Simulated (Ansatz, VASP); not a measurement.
Two plane-wave programs on In

```
In
1.0
     0.00000    2.39561    2.39561
     2.39561    0.00000    2.39561
     2.39561    2.39561    0.00000
In
1
Direct
  0.00000 0.00000 0.00000
```

Alike in both runs: task electric field gradients; functional LDA; k mesh 15 × 15 × 15; occupations fermi-dirac, width 0.05 eV; no spin polarisation.

|  | VASP | Ansatz |
| --- | --- | --- |
| version | VASP 6.6.1 | Ansatz 0.2.0 |
| potentials or method | VASP PAW LDA potentials, release 64 (In_d) | PAW with Ansatz's default frozen-core files, scalar-relativistic |
| plane-wave cutoff (eV) | 520 | 420 |
| valence electrons in the cell | 13 | 13 |

```tsv
	VASP	Ansatz	Ansatz less VASP
pressure (GPa)	-4.1	-4.1	+0.03
Vzz of the field gradient on the site that differs most (V/Å²)	0.0	0.0	0.00
```

Ansatz warned: «gradients_without_spin_orbit».
